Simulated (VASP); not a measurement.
# V (P6_3/mmc) in VASP: notebook

The runs below take V through equation of state, with PBEsol.

Everything below comes from runs of VASP 6.6.1. Logs are shortened: lines on timing, memory, paths and dates and some standing lists are left out, and cuts for length are marked.

**1. The crystal as given**

Symmetry: P6_3/mmc, No. 194, hexagonal system. Conventional cell: a = 2.572 Å, b = 2.572 Å, c = 4.656 Å, α = 90.00°, β = 90.00°, γ = 120.00°. V (site symmetry -6m2) is surrounded by 12 V at 2.57 to 2.76 Å.

This isn't the form of V at room conditions, which is bcc.

**2. Equation of state, PBEsol, collinear spin, ferromagnetic start, 12.80 Å³/atom (a relaxed cell with its volume scaled by 0.96)**

The input, INCAR:

```
  ALGO = Normal
  EDIFF = 1E-7
  ENCUT = 520
  GGA = PS
  ISIF = 2
  ISMEAR = -1
  ISPIN = 2
  LASPH = True
  LCHARG = False
  LMAXMIX = 4
  LORBIT = 11
  LREAL = False
  LWAVE = False
  MAGMOM = 2 2
  NELM = 120
  PREC = Accurate
  SIGMA = 0.05
```

The input, KPOINTS:

```
k-points
0
Gamma
  10 10 6
```

The input, POSCAR:

```
V                                       
1.0
    2.5372360377     -0.0000000000      0.0000000000
   -1.2686180188      2.1973108640     -0.0000000000
   -0.0000000000     -0.0000000000      4.5929162229
  V             
     2
Direct
     0.3333333332999970    0.6666666667000030    0.2500000000000000
     0.6666666667000030    0.3333333332999970    0.7500000000000000
```

Potentials or basis: VASP PAW PBE potentials, release 64 (V_sv).

On the command line:

```
$ cat potpaw_PBE.64/V_sv/POTCAR > POTCAR
$ mpirun -np 1 vasp_std > vasp.out
```

OUTCAR:

```text
EDIFF = 1E-7
   ENCUT = 520
   GGA = PS
   ISIF = 2
   ISMEAR = -1
   ISPIN = 2
   LASPH = True
   LORBIT = 11
   LREAL = False
   NELM = 120
   PREC = Accurate

 ion  position               nearest neighbor table
   1  0.333  0.667  0.250-   2 2.72   2 2.72   2 2.72   2 2.72   2 2.72   2 2.72
   2  0.667  0.333  0.750-   1 2.72   1 2.72   1 2.72   1 2.72   1 2.72   1 2.72

  LATTYP: Found a hexagonal cell.
 ALAT       =     2.5372360377
 C/A-ratio  =     1.8102045512

  Lattice vectors:

 A1 = (   2.5372360377,   0.0000000000,   0.0000000000)
 A2 = (  -1.2686180188,   2.1973108640,   0.0000000000)
 A3 = (   0.0000000000,   0.0000000000,   4.5929162229)

Analysis of symmetry for initial positions (statically):
=====================================================================
 Subroutine PRICEL returns:
 Original cell was already a primitive cell.

 Routine SETGRP: Setting up the symmetry group for a
 hexagonal supercell.

 Subroutine GETGRP returns: Found 24 space group operations
 (whereof 12 operations were pure point group operations)
 out of a pool of 24 trial point group operations.

The static configuration has the point symmetry D_3d.
 The point group associated with its full space group is D_6h.

Analysis of symmetry for dynamics (positions and initial velocities):
=====================================================================
 Subroutine PRICEL returns:
 Original cell was already a primitive cell.

 Routine SETGRP: Setting up the symmetry group for a
 hexagonal supercell.

 Subroutine GETGRP returns: Found 24 space group operations
 (whereof 12 operations were pure point group operations)
 out of a pool of 24 trial point group operations.

The dynamic configuration has the point symmetry D_3d.
 The point group associated with its full space group is D_6h.

Analysis of structural, dynamic, and magnetic symmetry:
=====================================================================
 Subroutine PRICEL returns:
 Original cell was already a primitive cell.

 Routine SETGRP: Setting up the symmetry group for a
 hexagonal supercell.

 Subroutine GETGRP returns: Found 24 space group operations
 (whereof 12 operations were pure point group operations)
 out of a pool of 24 trial point group operations.

The overall configuration has the point symmetry D_3d.
 The point group associated with its full space group is D_6h.

 Subroutine INISYM returns: Found 24 space group operations
 (whereof 12 operations are pure point group operations),
 and found     1 'primitive' translations

----------------------------------------------------------------------------------------

                                     Primitive cell

  volume of cell :      25.6060

  direct lattice vectors                    reciprocal lattice vectors
     2.537236038  0.000000000  0.000000000     0.394129669  0.227550871  0.000000000
    -1.268618019  2.197310864  0.000000000     0.000000000  0.455101741  0.000000000
     0.000000000  0.000000000  4.592916223     0.000000000  0.000000000  0.217726593

  length of vectors
     2.537236038  2.537236038  4.592916223     0.455101741  0.455101741  0.217726593

  position of ions in fractional coordinates (direct lattice)
     0.333333333  0.666666667  0.250000000
     0.666666667  0.333333333  0.750000000

  ion indices of the primitive-cell ions
   primitive index   ion index
                 1           1
                 2           2

----------------------------------------------------------------------------------------

 KPOINTS: k-points

Automatic generation of k-mesh.
 Grid dimensions read from file:
 generate k-points for:   10   10    6

 Generating k-lattice:

  Cartesian coordinates                     Fractional coordinates (reciprocal lattice)
     0.039412967  0.022755087  0.000000000     0.100000000  0.000000000  0.000000000
     0.000000000  0.045510174  0.000000000     0.000000000  0.100000000  0.000000000
     0.000000000  0.000000000  0.036287765     0.000000000  0.000000000  0.166666667

  Length of vectors
     0.045510174  0.045510174  0.036287765

  Shift w.r.t. Gamma in fractional coordinates (k-lattice)
     0.000000000  0.000000000  0.000000000

 Subroutine IBZKPT returns following result:
 ===========================================

 Found     56 irreducible k-points:

 Following reciprocal coordinates:
            Coordinates               Weight
  0.000000  0.000000  0.000000      1.000000
  0.100000  0.000000  0.000000      6.000000
  0.200000  0.000000  0.000000      6.000000
  0.300000  0.000000  0.000000      6.000000
  0.400000 -0.000000  0.000000      6.000000
  0.500000  0.000000  0.000000      3.000000
[... 16 lines left out ...]
  0.300000  0.100000  0.166667     24.000000
  0.400000  0.100000  0.166667     24.000000
 [... further k-points ...]
   k-points           NKPTS =     56   k-points in BZ     NKDIM =     56   number of bands    NBANDS=     19
   number of dos      NEDOS =    301   number of ions     NIONS =      2
   total plane-waves  NPLWV =  14400
   dimension x,y,z NGX =    20 NGY =   20 NGZ =   36
   dimension x,y,z NGXF=    40 NGYF=   40 NGZF=   72
   ions per type =               2
   NGX,Y,Z   is equivalent  to a cutoff of  13.10, 13.10, 13.03 a.u.
   NGXF,Y,Z  is equivalent  to a cutoff of  26.21, 26.21, 26.06 a.u.
 SYSTEM =  unknown system
   PREC   = accura    normal or accurate (medium, high low for compatibility)
   ISTART =      0    job   : 0-new  1-cont  2-samecut
   ICHARG =      2    charge: 1-file 2-atom 10-const
   ISPIN  =      2    spin polarized calculation?
   LNONCOLLINEAR =      F non collinear calculations
   LSORBIT =      F    spin-orbit coupling
   LASPH  =      T    aspherical Exc in radial PAW
   ENCUT  =  520.0 eV  38.22 Ry    6.18 a.u.   4.72  4.72  8.54*2*pi/ulx,y,z
   NELM   =    120;   NELMIN=  2; NELMDL= -5     # of ELM steps
   EDIFF  = 0.1E-06   stopping-criterion for ELM
   LREAL  =      F    real-space projection
   EDIFFG = 0.1E-05   stopping-criterion for IOM
   NSW    =      0    number of steps for IOM
   IBRION =     -1    ionic relax: 0-MD 1-quasi-New 2-CG
   NFREE  =      0    steps in history (QN), initial steepest desc. (CG)
   ISIF   =      2    stress and relaxation
   ISYM   =      2    0-nonsym 1-usesym 2-fastsym
[... 33 lines left out ...]
  ---------------------------------------------------
  ext. energy  EPLUGINS =         0.00000000
  ---------------------------------------------------
  free energy    TOTEN  =       -18.71774250 eV

  energy without entropy =      -18.69001065  energy(sigma->0) =      -18.70387658

 E-fermi :  10.5757     XC(G=0): -13.3230

 val. band max:       10.5521076912   @ k =   0.3000   0.2000   0.3333
 cond. band min:      10.5787261450   @ k =   0.3000   0.1000   0.3333
 fundamental gap:      0.0266184538
 Fermi energy:        10.5757003992

 spin component 1

 k-point     1 :       0.0000    0.0000    0.0000
  band No.  band energies     occupation
      1     -53.1441      1.00000
      2     -52.9910      1.00000
      3     -27.4293      1.00000
      4     -26.5877      1.00000
      5     -26.4461      1.00000
      6     -26.4461      1.00000
[... 11 lines left out ...]
     18      12.5720      0.00000
     19      13.7590      0.00000

 k-point     2 :       0.1000    0.0000    0.0000
  band No.  band energies     occupation
      1     -53.1199      1.00000
      2     -52.9734      1.00000
      3     -27.3940      1.00000
      4     -26.5897      1.00000
      5     -26.5540      1.00000
      6     -26.4808      1.00000
[... 11 lines left out ...]
     18      12.3950      0.00000
     19      13.8084      0.00000

 k-point     3 :       0.2000    0.0000    0.0000
  band No.  band energies     occupation
      1     -53.0553      1.00000
      2     -52.9278      1.00000
      3     -27.2968      1.00000
      4     -26.8357      1.00000
      5     -26.7578      1.00000
      6     -26.5993      1.00000
[... 11 lines left out ...]
     18      12.2476      0.00000
     19      13.8711      0.00000

 k-point     4 :       0.3000    0.0000    0.0000
  band No.  band energies     occupation
      1     -52.9720      1.00000
      2     -52.8733      1.00000
      3     -27.1809      1.00000
      4     -27.1621      1.00000
      5     -27.0862      1.00000
      6     -26.6330      1.00000
[... 407 lines left out ...]
     18      13.0284      0.00000
     19      13.7106      0.00000

 k-point    23 :       0.3000    0.1000    0.1667
  band No.  band energies     occupation
      1     -52.9177      1.00000
      2     -52.8500      1.00000
      3     -27.3372      1.00000
      4     -27.2537      1.00000
      5     -27.0173      1.00000
      6     -26.7200      1.00000
[... 11 lines left out ...]
     18      13.8476      0.00000
     19      14.4348      0.00000

 k-point    24 :       0.4000    0.1000    0.1667
  band No.  band energies     occupation
      1     -52.8660      1.00000
      2     -52.8234      1.00000
      3     -27.5096      1.00000
      4     -27.4083      1.00000
      5     -26.9342      1.00000
      6     -26.7731      1.00000
[... 11 lines left out ...]
     18      14.2578      0.00000
     19      15.5604      0.00000

 [... further k-points ...]

 spin component 2

 k-point     1 :       0.0000    0.0000    0.0000
  band No.  band energies     occupation
      1     -53.1440      1.00000
      2     -52.9909      1.00000
      3     -27.4292      1.00000
      4     -26.5877      1.00000
      5     -26.4460      1.00000
      6     -26.4460      1.00000
[... 11 lines left out ...]
     18      12.5721      0.00000
     19      13.7591      0.00000

 k-point     2 :       0.1000    0.0000    0.0000
  band No.  band energies     occupation
      1     -53.1198      1.00000
      2     -52.9733      1.00000
      3     -27.3939      1.00000
      4     -26.5896      1.00000
      5     -26.5539      1.00000
      6     -26.4807      1.00000
[... 11 lines left out ...]
     18      12.3951      0.00000
     19      13.8084      0.00000

 k-point     3 :       0.2000    0.0000    0.0000
  band No.  band energies     occupation
      1     -53.0552      1.00000
      2     -52.9277      1.00000
      3     -27.2967      1.00000
      4     -26.8356      1.00000
      5     -26.7577      1.00000
      6     -26.5992      1.00000
[... 11 lines left out ...]
     18      12.2477      0.00000
     19      13.8712      0.00000

 k-point     4 :       0.3000    0.0000    0.0000
  band No.  band energies     occupation
      1     -52.9719      1.00000
      2     -52.8732      1.00000
      3     -27.1808      1.00000
      4     -27.1621      1.00000
      5     -27.0861      1.00000
      6     -26.6330      1.00000
[... 407 lines left out ...]
     18      13.0285      0.00000
     19      13.7107      0.00000

 k-point    23 :       0.3000    0.1000    0.1667
  band No.  band energies     occupation
      1     -52.9176      1.00000
      2     -52.8499      1.00000
      3     -27.3371      1.00000
      4     -27.2536      1.00000
      5     -27.0172      1.00000
      6     -26.7199      1.00000
[... 11 lines left out ...]
     18      13.8477      0.00000
     19      14.4349      0.00000

 k-point    24 :       0.4000    0.1000    0.1667
  band No.  band energies     occupation
      1     -52.8659      1.00000
      2     -52.8233      1.00000
      3     -27.5095      1.00000
      4     -27.4082      1.00000
      5     -26.9341      1.00000
      6     -26.7730      1.00000
[... 11 lines left out ...]
     18      14.2579      0.00000
     19      15.5605      0.00000

 [... further k-points ...]
[... 5 lines left out ...]
  --------------------------------------------------------------------------------------
  -------------------------------------------------------------------------------------
  Total        1.3218402      1.3218402      1.3343378      0.0000000      0.0000000      0.0000000
  in kB       82.7082107     82.7082107     83.4901951      0.0000000      0.0000000      0.0000000
  external PRESSURE =      82.9688721 kB  Pullay stress =       0.0000000 kB

 VOLUME and BASIS-vectors are now :
 -----------------------------------------------------------------------------
  energy-cutoff  :      520.00
  volume of cell :       25.61
      direct lattice vectors                 reciprocal lattice vectors
     2.537236038  0.000000000  0.000000000     0.394129669  0.227550871  0.000000000
    -1.268618019  2.197310864  0.000000000     0.000000000  0.455101741  0.000000000
     0.000000000  0.000000000  4.592916223     0.000000000  0.000000000  0.217726593

 POSITION                                       TOTAL-FORCE (eV/Angst)
 -----------------------------------------------------------------------------------
     -0.00000      1.46487      1.14823         0.000000     -0.000000      0.000000
      1.26862      0.73244      3.44469        -0.000000      0.000000      0.000000
 -----------------------------------------------------------------------------------
    total drift:                               -0.000000      0.000000     -0.000000

  FREE ENERGIE OF THE ION-ELECTRON SYSTEM (eV)
  ---------------------------------------------------
  free  energy   TOTEN  =       -18.7177425029 eV

  energy  without entropy=      -18.6900106499  energy(sigma->0) =      -18.70387658

 total charge

# of ion       s       p       d       tot
------------------------------------------
    1        2.369   6.239   3.167  11.775
    2        2.369   6.239   3.167  11.775
--------------------------------------------------
tot          4.737  12.478   6.334  23.549

 magnetization (x)

# of ion       s       p       d       tot
------------------------------------------
    1        0.000   0.000   0.000   0.000
    2        0.000   0.000   0.000   0.000
--------------------------------------------------
tot          0.000   0.000   0.000   0.000
```

Run time: 24 s. Hardware: 1 thread of Intel Xeon 6975P-C (Granite Rapids), shared host; peak memory 0.17 GiB.

What came out:

```yaml
Free_energy: -18.7177 eV
Pressure: 8.3 GPa
Band_gap_on_the_k_mesh: none (metal or under the smearing width)
Net_moment: 0.00 μB per cell
Valence_electrons_inside_the_program's_atomic_spheres: V 11.78
```

Caveat: the PAW data sets were made with another functional, which shifts forces and pressure a little.

**3. Equation of state, PBEsol, collinear spin, ferromagnetic start, 13.07 Å³/atom (a relaxed cell with its volume scaled by 0.98)**

INCAR is that of step 2.

KPOINTS is that of step 2.

The input, POSCAR:

```
V                                       
1.0
    2.5547347703     -0.0000000000      0.0000000000
   -1.2773673851      2.2124652109     -0.0000000000
   -0.0000000000     -0.0000000000      4.6245925082
  V             
     2
Direct
     0.3333333332999970    0.6666666667000030    0.2500000000000000
     0.6666666667000030    0.3333333332999970    0.7500000000000000
```

Potentials or basis: VASP PAW PBE potentials, release 64 (V_sv).

On the command line:

```
$ cat potpaw_PBE.64/V_sv/POTCAR > POTCAR
$ mpirun -np 1 vasp_std > vasp.out
```

Run time: 24 s. Hardware: 1 thread of Intel Xeon 6975P-C (Granite Rapids), shared host; peak memory 0.17 GiB.

It converged, with:

- Free energy: -18.7383 eV
- Pressure: 4.0 GPa
- Band gap on the k mesh: none (metal or under the smearing width)
- Net moment: 0.00 μB per cell
- Valence electrons inside the program's atomic spheres: V 11.74

Caveat: the PAW data sets were made with another functional, which shifts forces and pressure a little.

**4. Equation of state, PBEsol, collinear spin, ferromagnetic start, 13.34 Å³/atom**

INCAR is that of step 3.

KPOINTS is that of step 3.

The input, POSCAR:

```
V                                       
1.0
    2.5719970153     -0.0000000000      0.0000000000
   -1.2859985076      2.2274147537     -0.0000000000
   -0.0000000000     -0.0000000000      4.6558407028
  V             
     2
Direct
     0.3333333332999970    0.6666666667000030    0.2500000000000000
     0.6666666667000030    0.3333333332999970    0.7500000000000000
```

On the command line:

```
$ cat potpaw_PBE.64/V_sv/POTCAR > POTCAR
$ mpirun -np 1 vasp_std > vasp.out
```

Run time: 24 s. Hardware: 1 thread of Intel Xeon 6975P-C (Granite Rapids), shared host; peak memory 0.17 GiB.

The run converged. Its results:

```
Free energy                                           : -18.7450 eV
Pressure                                              : 0.0 GPa
Band gap on the k mesh                                : none (metal or under the smearing width)
Net moment                                            : 0.00 μB per cell
Valence electrons inside the program's atomic spheres : V 11.70
```

Caveat: the PAW data sets were made with another functional, which shifts forces and pressure a little.

**5. Equation of state, PBEsol, collinear spin, ferromagnetic start, 13.60 Å³/atom (a relaxed cell with its volume scaled by 1.02)**

INCAR is that of step 4.

KPOINTS is that of step 4.

The input, POSCAR:

```
V                                       
1.0
    2.5890306045     -0.0000000000      0.0000000000
   -1.2945153022      2.2421662747     -0.0000000000
   -0.0000000000     -0.0000000000      4.6866749835
  V             
     2
Direct
     0.3333333332999970    0.6666666667000030    0.2500000000000000
     0.6666666667000030    0.3333333332999970    0.7500000000000000
```

On the command line:

```
$ cat potpaw_PBE.64/V_sv/POTCAR > POTCAR
$ mpirun -np 1 vasp_std > vasp.out
```

It took 24 s on 1 thread of Intel Xeon 6975P-C (Granite Rapids), shared host; peak memory 0.17 GiB.

It converged, with:

```yaml
Free_energy: -18.7393 eV
Pressure: -3.5 GPa
Band_gap_on_the_k_mesh: none (metal or under the smearing width)
Net_moment: 0.00 μB per cell
Valence_electrons_inside_the_program's_atomic_spheres: V 11.66
```

Caveat: the PAW data sets were made with another functional, which shifts forces and pressure a little.

**6. Equation of state, PBEsol, collinear spin, ferromagnetic start, 13.87 Å³/atom (a relaxed cell with its volume scaled by 1.04)**

INCAR is that of step 5.

KPOINTS is that of step 5.

The input, POSCAR:

```
V                                       
1.0
    2.6058429627     -0.0000000000      0.0000000000
   -1.3029214813      2.2567262039     -0.0000000000
   -0.0000000000     -0.0000000000      4.7171087907
  V             
     2
Direct
     0.3333333332999970    0.6666666667000030    0.2500000000000000
     0.6666666667000030    0.3333333332999970    0.7500000000000000
```

Potentials or basis: VASP PAW PBE potentials, release 64 (V_sv).

On the command line:

```
$ cat potpaw_PBE.64/V_sv/POTCAR > POTCAR
$ mpirun -np 1 vasp_std > vasp.out
```

Run time: 26 s. Hardware: 1 thread of Intel Xeon 6975P-C (Granite Rapids), shared host; peak memory 0.17 GiB.

The run converged. Its results:

| Item | Value |
| --- | --- |
| Free energy | -18.7223 eV |
| Pressure | -6.8 GPa |
| Band gap on the k mesh | none (metal or under the smearing width) |
| Net moment | 0.00 μB per cell |
| Valence electrons inside the program's atomic spheres | V 11.63 |

Caveat: the PAW data sets were made with another functional, which shifts forces and pressure a little.

**7. Equation of state, PBEsol, collinear spin, ferromagnetic start**

Potentials or basis: VASP PAW PBE potentials, release 64 (V_sv).

This step only gathers the single runs of the series.

What came out:

```yaml
Equilibrium_volume: 13.34 Å³/atom
Bulk_modulus_at_fixed_shape_and_positions: 187 GPa
Pressure_derivative_of_the_bulk_modulus: "3.8 (rough: it moves with the points fitted)"
```

Energy against volume, from the lowest point:
| volume (Å³/atom) | energy (meV/atom) |
| --- | --- |
| 12.803 | 13.65 |
| 13.070 | 3.39 |
| 13.336 | 0.00 |
| 13.603 | 2.86 |
| 13.870 | 11.38 |

Caveat: the cell was scaled at fixed shape and fractional positions, which overstates the stiffness of a crystal with free parameters, most of all of layers and chains; the PAW data sets were made with another functional, which shifts forces and pressure a little.

**8. For comparison**

An earlier run on the cell as given: functional PBE; potentials or basis VASP PAW PBE potentials, release 64 (V_sv); cutoff 520 eV; k mesh 12 × 12 × 6; occupations fermi-dirac, width 0.05 eV; collinear spin, ferromagnetic start; starting moments [2.0, 2.0] μB.

* Pressure: -0.3 GPa
* Band gap on the k mesh: none (metal or under the smearing width)
* Net moment: 0.00 μB per cell
* Valence electrons inside the program's atomic spheres: V 11.63
